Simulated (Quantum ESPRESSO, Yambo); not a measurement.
# SiC (F-43m): G0W0 on several meshes in Yambo, part 2 of 2

Wanted: mesh dependence and cost of G0W0 for SiC (F-43m).

Quantum ESPRESSO 7.5 and Yambo 5.3.0; PBE and many-body steps on it, plane waves. Known limits of the many-body steps: not at the basis limit.

So far. Step 5 (Empty states on the mesh, 6×6×6 mesh, 103 bands): On this mesh the gap is 1.361 eV. Step 7 (6×6×6): Against G0W0 in Yambo (8×8×8 mesh, 103 bands, screening to 231.3 eV, Godby-Needs plasmon pole), the gap moves by −0.0001 eV.

## Step 8: Empty states on the mesh, 10×10×10 mesh, 103 bands

This step: Quantum ESPRESSO 7.5; DFT, PBE, plane waves, norm-conserving pseudopotentials.

pw.in reads:

```
&control
  calculation = 'nscf'
  prefix = 'x'
  outdir = 'o'
  pseudo_dir = 'pseudo'
/
&system
  ibrav = 0
  nat = 2
  ntyp = 2
  ecutwfc = 74.0
  nbnd = 103
  force_symmorphic = .true.
/
&electrons
  conv_thr = 1e-9
  electron_maxstep = 80
  diago_full_acc = .true.
  diago_thr_init = 5e-6
/
ATOMIC_SPECIES
  Si 28.085 Si.upf
  C 12.011 C.upf
CELL_PARAMETERS angstrom
  -0.0000000000 2.1790000000 2.1790000000
  2.1790000000 -0.0000000000 2.1790000000
  2.1790000000 2.1790000000 -0.0000000000
ATOMIC_POSITIONS crystal
  Si 0.0000000000 0.0000000000 0.0000000000
  C 0.2500000000 0.2500000000 0.2500000000
K_POINTS automatic
  10 10 10 0 0 0
```

Started as:

```
> OMP_NUM_THREADS=1 mpirun -n 8 pw.x -nk 4 -in pw.in > pw.out
```

Log:

```text
[banner, memory and clock lines left out]
Program PWSCF v.7.5 starts

     Atomic positions and unit cell read from directory:
     o/x.save/

     Message from routine setup:
     using ibrav=0 with symmetry is DISCOURAGED, use correct ibrav instead

     bravais-lattice index     =            0
     lattice parameter (alat)  =       5.8233  a.u.
     unit-cell volume          =     139.6363 (a.u.)^3
     number of atoms/cell      =            2
     number of atomic types    =            2
     number of electrons       =         8.00
[...]
k = 0.0707 0.0707-0.0707 (  1462 PWs)   bands (ev):

[...]
151.8972 151.8972 152.0999 152.3554 154.1934 154.1934 155.2156

          k = 0.1414 0.1414-0.1414 (  1486 PWs)   bands (ev):

[...]
137.1327 137.3263 139.6762 141.5797 141.5797 143.9555 144.2567 144.2567
   144.8934 146.1523 146.1523 149.5173 149.7221 149.7221 150.9640 151.3998
   151.3998 154.8600 155.4522 155.4522 156.5815 158.4798 158.4798

          k = 0.2121 0.2121-0.2121 (  1501 PWs)   bands (ev):

     [... further k-points ...]

     highest occupied, lowest unoccupied level (ev):     9.4961   10.8574

     XML data file, pseudopotentials, collected wavefunctions
```

Elapsed: 8.1 s, on 8 MPI ranks of Arm Neoverse V1, shared host; peak memory 0.38 GiB; 64 s of CPU time.

Numbers from this step:

- gap: 1.361 eV
- k of the valence top: 0, 0, 0
- k of the conduction bottom: 0, -0.5, -0.5
- least direct gap: 4.553 eV
- k points computed: 47
- lowest point of the top converged band, above the valence top: 143.8984 eV

On this mesh the gap is 1.361 eV.

## Step 9: Conversion and set-up

This step: Yambo 5.3.0; conversion and set-up on PBE, plane waves, norm-conserving pseudopotentials.

Started as:

```
> (cd o/x.save; p2y > p2y.log; mv SAVE ../..); yambo > setup.log
```

Log:

```text
 Yambo, version 5.3.0

 [02] CORE Variables Setup
 =========================

  [02.01] Unit cells
  ==================

  Cell kind             :  FCC
  Atoms in the cell     :  Si  C
  number of Si atoms    :  1
  number of C  atoms    :  1

  List of atomic masses
  Mass of Si    :  28.08500
  Mass of C     :  12.01100

  List of atomic coordinates    : [cc]
  Si1       :  0.000000  0.000000  0.000000  order 1
  C1       :  2.058857  2.058857  2.058857  order 2

  Alat factors          :  4.117713  4.117713  4.117713 [a.u.]
  Direct lattice volume :  139.6363 [a.u.]
[...]
Q [ 1]         [rlu]:  0.000000  0.000000  0.000000
 Q [ 2]         [rlu]:  0.42003E-18  0.42003E-18  0.10000
 Q [ 3]         [rlu]:  0.84005E-18  0.84005E-18  0.20000
[...]
Q [ 8]         [rlu]:  0.42003E-18  0.10000      0.20000
 Q [ 9]         [rlu]:  0.84005E-18  0.10000      0.30000
 Q [10]         [rlu]: -0.52078E-17  0.10000      0.40000
     [... 35 further rows ...]
 Q [46]         [rlu]:  0.200000  0.400000 -0.300000
 Q [47]         [rlu]:  0.200000 -0.500000 -0.300000

  [03.01] X indexes
  =================

   [03.01.01] Sigma indexes
   ========================

 [06] Game Over & Game summary
```

The job ended after 2.8 s (1 MPI rank; peak memory 0.24 GiB).

## Step 10: 10×10×10

This step: G0W0 on PBE, plane waves, norm-conserving pseudopotentials.

gw12.in reads:

```
HF_and_locXC
gw0
dyson
ppa
em1d
rim_cut
RandQpts= 1000000
RandGvec= 1 RL
EXXRLvcs= 74 Ry
VXCRLvcs= 296 Ry
Chimod= "HARTREE"
% BndsRnXp
 1 | 103 |
%
NGsBlkXp= 17 Ry
% LongDrXp
 1 | 1 | 1 |
%
% GbndRnge
 1 | 103 |
%
DysSolver= "n"
ExtendOut
PPAPntXp= 27.21138 eV
% QPkrange
 1 | 1 | 3 | 6 |
 31 | 31 | 3 | 6 |
%
```

Started as:

```
> OMP_NUM_THREADS=1 mpirun -n 8 yambo -F gw12.in -J gw12 -C gw12 > gw12.log
```

Log:

```text
 Yambo, version 5.3.0

 [02] CORE Variables Setup
 =========================

  [... cell, symmetries and grids as in the set-up ...]

  [02.05] Energies & Occupations
  ==============================

  [X] === General ===
  [X] Electronic Temperature                        :  0.000000  0.000000 [eV K]
  [X] Bosonic    Temperature                        :  0.000000  0.000000 [eV K]
  [X] Finite Temperature mode                       : no
  [X] El. density                                   :  0.38662E+24 [cm-3]
[...]
QP @ state[ 1 ] b range                          :   3   6
   QP @ state[ 2 ] K range                          :  31  31
   QP @ state[ 2 ] b range                          :   3   6
   GF energies kind                                 : Perdew, Burke & Ernzerhof(X)+Perdew, Burke & Ernzerhof(C)
   GF WF`s kind                                     : Perdew, Burke & Ernzerhof(X)+Perdew, Burke & Ernzerhof(C)
   Xs energies kind                                 : Perdew, Burke & Ernzerhof(X)+Perdew, Burke & Ernzerhof(C)
   Xs WF`s kind                                     : Perdew, Burke & Ernzerhof(X)+Perdew, Burke & Ernzerhof(C)

 [11] Game Over & Game summary
```

Run time: 11 min. Hardware: 8 MPI ranks; peak memory 3.8 GiB; 87 min of CPU time.

This step gave:

* G0W0 gap on the points computed: 2.108 eV
* starting gap on the mesh: 1.361 eV
* k of the valence top: 0, 0, 0
* k of the conduction bottom: 0, -0.5, -0.5
* least direct G0W0 gap on the computed points: 5.606 eV

Against G0W0 in Yambo (8×8×8 mesh, 103 bands, screening to 231.3 eV, Godby-Needs plasmon pole), the gap moves by +0.002 eV.

## Step 11: Side by side

Times are wall times on 8 MPI ranks of Arm Neoverse V1, shared host, good to a factor of about two.

```
     run      mesh  bands  screening cutoff (eV)  DFT gap (eV)  gap on the mesh (eV)  direct (eV)     time
   8×8×8     8×8×8    103                  231.3         1.361                 2.106        5.605  3.9 min
   6×6×6     6×6×6    103                  231.3         1.361                 2.106        5.608     66 s
10×10×10  10×10×10    103                  231.3         1.361                 2.108        5.606   11 min
```

## Step 12: Results

| Property | Result |
| --- | --- |
| 8×8×8 | 2.106 eV |
| 6×6×6 | 2.106 eV |
| 10×10×10 | 2.108 eV |
| known limits | not at the basis limit |

In words: 6×6×6: no change against 8×8×8. 10×10×10: +0.002 eV against 8×8×8. Bands and cutoff are finite, so the gap is not at the basis limit. The miss can reach some tenths of an eV and take either sign; the mesh is an error of its own. In the G0W0 runs levels were corrected at 2 k points alone, so a gap called «on the mesh» is the least over those, and an edge elsewhere would be missed.

[Paths, hosts, dates, memory and timing lines, banners, echoed tables and standing remarks are left out of the program output.]

[Logs are printed without paths, hosts, clocks, repeated set-up lines and the standing remarks that a program may print on its own settings, such as how far it seeks lower states.]

[Runs of the session that timed out or met a known fault of the program may be left out.]

[Hosts, paths, dates, database ids (printed as entryN), source tags and the programs' standing remarks are cut or masked in the printed files.]
